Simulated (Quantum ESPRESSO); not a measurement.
# PbSe (Clausthalite) (Fm-3m) in Quantum ESPRESSO: notebook

The runs below take PbSe (Clausthalite) through single point, equation of state, with r2SCAN.

All numbers are computed with Quantum ESPRESSO 7.5; they aren't measurements. Logs are shortened: lines on timing, memory, paths and dates and some standing lists are left out, and cuts for length are marked.

### Step 1. The crystal as given

Symmetry: Fm-3m, No. 225, cubic system. Conventional cell: a = 6.121 Å, b = 6.121 Å, c = 6.121 Å, α = 90.00°, β = 90.00°, γ = 90.00°. Around Pb (site symmetry m-3m) lie 6 Se at 3.06 Å. Se (site symmetry m-3m) is surrounded by 6 Pb at 3.06 Å.

### Step 2. Single point, r2SCAN, 26.95 Å³/atom

pw.in

```
&CONTROL
  calculation = 'scf'
  prefix = 'pwscf'
  outdir = './tmp'
  pseudo_dir = './pseudo'
  tstress = .true.
  disk_io = 'nowf'
/
&SYSTEM
  ibrav = 0
  nat = 2
  ntyp = 2
  ecutwfc = 70
  nbnd = 16
  input_dft = 'r2scan'
  occupations = 'smearing'
  smearing = 'fd'
  degauss = 0.00367493
  nosym = .true.
  nr1 = 48
  nr2 = 48
  nr3 = 48
/
&ELECTRONS
  conv_thr = 1d-08
  electron_maxstep = 120
  mixing_beta = 0.5
/
ATOMIC_SPECIES
Pb   207.2000 Pb_ONCV_PBE-1.2.upf
Se    78.9710 Se_ONCV_PBE-1.2.upf
CELL_PARAMETERS angstrom
   0.0000000000    2.9981702236    2.9981702236
   2.9981702236    0.0000000000    2.9981702236
   2.9981702236    2.9981702236    0.0000000000
ATOMIC_POSITIONS crystal
Pb     0.0000000000    0.0000000000    0.0000000000
Se     0.5000000000    0.5000000000    0.5000000000
K_POINTS automatic
6 6 6 0 0 0
```

Potentials or basis: SG15 PBE 1.2.

Run with:

```sh
> OMP_NUM_THREADS=1 mpirun -n 2 pw.x -nk 2 -in pw.in > pw.out
```

pw.out:

```text
This program is part of the open-source Quantum ESPRESSO suite
     for quantum simulation of materials; please cite
         "P. Giannozzi et al., J. Phys.:Condens. Matter 21 395502 (2009);
         "P. Giannozzi et al., J. Phys.:Condens. Matter 29 465901 (2017);
         "P. Giannozzi et al., J. Chem. Phys. 152 154105 (2020);
     in publications or presentations arising from this work. More details at

     IMPORTANT: XC functional enforced from input :
     Exchange-correlation= R2SCAN
                           (   0   0   0   0   0 497 498)
     Any further DFT definition will be discarded
     Please, verify this is what you really want

     K-points division:     npool     =       2
     Subspace diagonalization in iterative solution of the eigenvalue problem:
     a serial algorithm will be used

     G-vector sticks info
     --------------------
     sticks:   dense  smooth     PW     G-vecs:    dense   smooth      PW
     Sum        1237    1237    367                28763    28763    4693

     Using Slab Decomposition

     bravais-lattice index     =            0
     lattice parameter (alat)  =       8.0125  a.u.
     unit-cell volume          =     363.7437 (a.u.)^3
     number of atoms/cell      =            2
     number of atomic types    =            2
     number of electrons       =        20.00
     number of Kohn-Sham states=           16
     kinetic-energy cutoff     =      70.0000  Ry
     charge density cutoff     =     280.0000  Ry
     scf convergence threshold =      1.0E-08
     mixing beta               =       0.5000
     number of iterations used =            8  plain     mixing
     Exchange-correlation= R2SCAN
                           (   0   0   0   0   0 497 498)

     celldm(1)=   8.012539  celldm(2)=   0.000000  celldm(3)=   0.000000
     celldm(4)=   0.000000  celldm(5)=   0.000000  celldm(6)=   0.000000

     crystal axes: (cart. coord. in units of alat)
               a(1) = (   0.000000   0.707107   0.707107 )
               a(2) = (   0.707107   0.000000   0.707107 )
               a(3) = (   0.707107   0.707107   0.000000 )

     reciprocal axes: (cart. coord. in units 2 pi/alat)
               b(1) = ( -0.707107  0.707107  0.707107 )
               b(2) = (  0.707107 -0.707107  0.707107 )
               b(3) = (  0.707107  0.707107 -0.707107 )

     PseudoPot. # 1 for Pb read from file:
     Pb_ONCV_PBE-1.2.upf
     Pseudo is Norm-conserving, Zval = 14.0
     Generated using ONCVPSP code by D. R. Hamann
     Using radial grid of  602 points,  8 beta functions with:
                l(1) =   0
                l(2) =   0
                l(3) =   1
                l(4) =   1
                l(5) =   2
                l(6) =   2
                l(7) =   3
                l(8) =   3

     PseudoPot. # 2 for Se read from file:
     Se_ONCV_PBE-1.2.upf
     Pseudo is Norm-conserving, Zval =  6.0
     Generated using ONCVPSP code by D. R. Hamann
     Using radial grid of  602 points,  6 beta functions with:
                l(1) =   0
                l(2) =   0
                l(3) =   1
                l(4) =   1
                l(5) =   2
                l(6) =   2

     atomic species   valence    mass     pseudopotential
     Pb               14.00   207.20000     Pb( 1.00)
     Se                6.00    78.97100     Se( 1.00)

     No symmetry found

   Cartesian axes

     site n.     atom                  positions (alat units)
         1        Pb     tau(   1) = (   0.0000000   0.0000000   0.0000000  )
         2        Se     tau(   2) = (   0.7071068   0.7071068   0.7071068  )

     number of k points=   112  Fermi-Dirac smearing, width (Ry)=  0.0037

     Number of k-points >= 100: set verbosity='high' to print them.

     Dense  grid:    28763 G-vectors     FFT dimensions: (  48,  48,  48)

     WARNING: libxc functional with ID  497 depends
      on external parameters: check the user_guide of
      QE if you need to modify them or to check their
      default values.

     WARNING: libxc functional with ID  498 depends
      on external parameters: check the user_guide of
      QE if you need to modify them or to check their
      default values.

     Initial potential from superposition of free atoms

     starting charge      19.8800, renormalised to      20.0000
     Starting wfcs are random

     Self-consistent Calculation

     iteration #  1     ecut=    70.00 Ry     beta= 0.50
     Davidson diagonalization with overlap
     ethr =  1.00E-02,  avg # of iterations =  8.4

     total energy              =    -131.14208106 Ry
     estimated scf accuracy    <       9.35497142 Ry

     iteration #  2     ecut=    70.00 Ry     beta= 0.50
     Davidson diagonalization with overlap
     ethr =  1.00E-02,  avg # of iterations =  1.0

     total energy              =    -131.24777397 Ry
     estimated scf accuracy    <       2.92986958 Ry

     iteration #  3     ecut=    70.00 Ry     beta= 0.50
     Davidson diagonalization with overlap
     ethr =  1.00E-02,  avg # of iterations =  1.0

     total energy              =    -131.25225683 Ry
     estimated scf accuracy    <       0.04006448 Ry

     iteration #  4     ecut=    70.00 Ry     beta= 0.50
     Davidson diagonalization with overlap
     ethr =  2.00E-04,  avg # of iterations =  3.4

     total energy              =    -131.25422142 Ry
     estimated scf accuracy    <       0.00079983 Ry

     iteration #  5     ecut=    70.00 Ry     beta= 0.50
     Davidson diagonalization with overlap
     ethr =  4.00E-06,  avg # of iterations =  6.0

     total energy              =    -131.25428351 Ry
     estimated scf accuracy    <       0.00003823 Ry

     iteration #  6     ecut=    70.00 Ry     beta= 0.50
     Davidson diagonalization with overlap
     ethr =  1.91E-07,  avg # of iterations =  1.8

     total energy              =    -131.25428807 Ry
     estimated scf accuracy    <       0.00000171 Ry

     iteration #  7     ecut=    70.00 Ry     beta= 0.50
     Davidson diagonalization with overlap
     ethr =  8.56E-09,  avg # of iterations =  2.0

     total energy              =    -131.25428854 Ry
     estimated scf accuracy    <       0.00000005 Ry

     iteration #  8     ecut=    70.00 Ry     beta= 0.50
     Davidson diagonalization with overlap
     ethr =  2.58E-10,  avg # of iterations =  2.1

     total energy              =    -131.25428856 Ry
     estimated scf accuracy    <       0.00000002 Ry

     iteration #  9     ecut=    70.00 Ry     beta= 0.50
     Davidson diagonalization with overlap
     ethr =  1.14E-10,  avg # of iterations =  1.8

     End of self-consistent calculation

     Number of k-points >= 100: set verbosity='high' to print the bands.

     the Fermi energy is     9.6681 ev

!    total energy              =    -131.25428856 Ry
     estimated scf accuracy    <          6.9E-10 Ry
     smearing contrib. (-TS)   =      -0.00001598 Ry
     internal energy E=F+TS    =    -131.25427258 Ry

     The total energy is F=E-TS. E is the sum of the following terms:
     one-electron contribution =     -28.51706272 Ry
     hartree contribution      =      24.91061436 Ry
     xc contribution           =     -17.62094376 Ry
     ewald contribution        =    -110.02688046 Ry

     convergence has been achieved in   9 iterations

     Computing stress (Cartesian axis) and pressure

          total   stress  (Ry/bohr**3)                   (kbar)     P=       44.55
   0.00030283   0.00000000   0.00000000           44.55        0.00        0.00
   0.00000000   0.00030282   0.00000000            0.00       44.55        0.00
   0.00000000   0.00000000   0.00030282            0.00        0.00       44.55

=------------------------------------------------------------------------------=
   JOB DONE.
=------------------------------------------------------------------------------=
```

Run time: 1.7 min. Hardware: 2 MPI ranks of Intel Xeon 6975P-C (Granite Rapids), shared host; peak memory 0.3 GiB.

What came out:

```yaml
Free_energy: -1785.8056 eV
Pressure: 4.5 GPa
Band_gap_on_the_k_mesh: 0.45 eV, direct
```

Caveat: the potentials were made for another functional, which shifts forces and pressure; spin-orbit coupling is left out, which as a rule narrows the gap of such compounds by several tenths of an eV.

### Step 3. Single point, r2SCAN, 27.52 Å³/atom

Changes to pw.in since step 2:

```diff
@@ -32,5 +32,5 @@
 CELL_PARAMETERS angstrom
-   0.0000000000    2.9981702236    2.9981702236
-   2.9981702236    0.0000000000    2.9981702236
-   2.9981702236    2.9981702236    0.0000000000
+   0.0000000000    3.0192847941    3.0192847941
+   3.0192847941    0.0000000000    3.0192847941
+   3.0192847941    3.0192847941    0.0000000000
 ATOMIC_POSITIONS crystal
```

Potentials or basis: SG15 PBE 1.2.

Run with:

```sh
> OMP_NUM_THREADS=1 mpirun -n 2 pw.x -nk 2 -in pw.in > pw.out
```

Run time: 1.8 min. Hardware: 2 MPI ranks of Intel Xeon 6975P-C (Granite Rapids), shared host; peak memory 0.3 GiB.

The run converged. Its results:

```yaml
Free_energy: -1785.8323 eV
Pressure: 3.0 GPa
Band_gap_on_the_k_mesh: 0.53 eV, direct
```

Caveat: the potentials were made for another functional, which shifts forces and pressure; spin-orbit coupling is left out, which as a rule narrows the gap of such compounds by several tenths of an eV.

### Step 4. Single point, r2SCAN, 28.10 Å³/atom

Changes to pw.in since step 3:

```diff
@@ -32,5 +32,5 @@
 CELL_PARAMETERS angstrom
-   0.0000000000    3.0192847941    3.0192847941
-   3.0192847941    0.0000000000    3.0192847941
-   3.0192847941    3.0192847941    0.0000000000
+   0.0000000000    3.0401081059    3.0401081059
+   3.0401081059    0.0000000000    3.0401081059
+   3.0401081059    3.0401081059    0.0000000000
 ATOMIC_POSITIONS crystal
```

Run with:

```sh
> OMP_NUM_THREADS=1 mpirun -n 2 pw.x -nk 2 -in pw.in > pw.out
```

Wall time 1.9 min (2 MPI ranks of Intel Xeon 6975P-C (Granite Rapids), shared host); peak memory 0.3 GiB.

The run converged. Its results:

```
Free energy            : -1785.8491 eV
Pressure               : 1.7 GPa
Band gap on the k mesh : 0.60 eV, direct
```

Caveat: the potentials were made for another functional, which shifts forces and pressure; spin-orbit coupling is left out, which as a rule narrows the gap of such compounds by several tenths of an eV.

### Step 5. Single point, r2SCAN, 28.67 Å³/atom

Changes to pw.in since step 4:

```diff
@@ -32,5 +32,5 @@
 CELL_PARAMETERS angstrom
-   0.0000000000    3.0401081059    3.0401081059
-   3.0401081059    0.0000000000    3.0401081059
-   3.0401081059    3.0401081059    0.0000000000
+   0.0000000000    3.0606500000    3.0606500000
+   3.0606500000    0.0000000000    3.0606500000
+   3.0606500000    3.0606500000    0.0000000000
 ATOMIC_POSITIONS crystal
```

Run with:

```sh
> OMP_NUM_THREADS=1 mpirun -n 2 pw.x -nk 2 -in pw.in > pw.out
```

Wall time 1.7 min (2 MPI ranks of Intel Xeon 6975P-C (Granite Rapids), shared host); peak memory 0.3 GiB.

Results (log left out):

* Free energy: -1785.8571 eV
* Pressure: 0.5 GPa
* Band gap on the k mesh: 0.67 eV, direct

Caveat: the potentials were made for another functional, which shifts forces and pressure; spin-orbit coupling is left out, which as a rule narrows the gap of such compounds by several tenths of an eV.

### Step 6. Single point, r2SCAN, 29.24 Å³/atom

Changes to pw.in since step 5:

```diff
@@ -32,5 +32,5 @@
 CELL_PARAMETERS angstrom
-   0.0000000000    3.0606500000    3.0606500000
-   3.0606500000    0.0000000000    3.0606500000
-   3.0606500000    3.0606500000    0.0000000000
+   0.0000000000    3.0809197960    3.0809197960
+   3.0809197960    0.0000000000    3.0809197960
+   3.0809197960    3.0809197960    0.0000000000
 ATOMIC_POSITIONS crystal
```

Potentials or basis: SG15 PBE 1.2.

Run with:

```sh
> OMP_NUM_THREADS=1 mpirun -n 2 pw.x -nk 2 -in pw.in > pw.out
```

Run time: 1.7 min. Hardware: 2 MPI ranks of Intel Xeon 6975P-C (Granite Rapids), shared host; peak memory 0.3 GiB.

It converged, with:

```yaml
Free_energy: -1785.8571 eV
Pressure: -0.5 GPa
Band_gap_on_the_k_mesh: 0.73 eV, direct
```

Caveat: the potentials were made for another functional, which shifts forces and pressure; spin-orbit coupling is left out, which as a rule narrows the gap of such compounds by several tenths of an eV.

### Step 7. Single point, r2SCAN, 29.82 Å³/atom

Changes to pw.in since step 6:

```diff
@@ -32,5 +32,5 @@
 CELL_PARAMETERS angstrom
-   0.0000000000    3.0809197960    3.0809197960
-   3.0809197960    0.0000000000    3.0809197960
-   3.0809197960    3.0809197960    0.0000000000
+   0.0000000000    3.1009263293    3.1009263293
+   3.1009263293    0.0000000000    3.1009263293
+   3.1009263293    3.1009263293    0.0000000000
 ATOMIC_POSITIONS crystal
```

Run with:

```sh
> OMP_NUM_THREADS=1 mpirun -n 2 pw.x -nk 2 -in pw.in > pw.out
```

It took 1.8 min on 2 MPI ranks of Intel Xeon 6975P-C (Granite Rapids), shared host; peak memory 0.32 GiB.

The run converged. Its results:

```
Free energy            : -1785.8500 eV
Pressure               : -1.5 GPa
Band gap on the k mesh : 0.78 eV, direct
```

Caveat: the potentials were made for another functional, which shifts forces and pressure; spin-orbit coupling is left out, which as a rule narrows the gap of such compounds by several tenths of an eV.

### Step 8. Single point, r2SCAN, 30.39 Å³/atom

Changes to pw.in since step 7:

```diff
@@ -32,5 +32,5 @@
 CELL_PARAMETERS angstrom
-   0.0000000000    3.1009263293    3.1009263293
-   3.1009263293    0.0000000000    3.1009263293
-   3.1009263293    3.1009263293    0.0000000000
+   0.0000000000    3.1206779849    3.1206779849
+   3.1206779849    0.0000000000    3.1206779849
+   3.1206779849    3.1206779849    0.0000000000
 ATOMIC_POSITIONS crystal
```

Run with:

```sh
> OMP_NUM_THREADS=1 mpirun -n 2 pw.x -nk 2 -in pw.in > pw.out
```

Run time: 1.8 min. Hardware: 2 MPI ranks of Intel Xeon 6975P-C (Granite Rapids), shared host; peak memory 0.32 GiB.

Results (log left out):

| Property | Result |
| --- | --- |
| Free energy | -1785.8365 eV |
| Pressure | -2.3 GPa |
| Band gap on the k mesh | 0.83 eV, direct |

Caveat: the potentials were made for another functional, which shifts forces and pressure; spin-orbit coupling is left out, which as a rule narrows the gap of such compounds by several tenths of an eV.

### Step 9. Equation of state, r2SCAN

Potentials or basis: SG15 PBE 1.2.

No new run: the results of the series are fitted here.

Results:

```yaml
Equilibrium_volume: 28.96 Å³/atom
Bulk_modulus: 53 GPa
Pressure_derivative_of_the_bulk_modulus: 4.6
```

Energy against volume, from the lowest point:
```csv
volume (Å³/atom),energy (meV/atom)
26.951,25.75
27.524,12.39
28.097,3.98
28.671,0.00
29.244,0.00
29.818,3.55
30.391,10.28
```

Caveat: the potentials were made for another functional, which shifts forces and pressure.
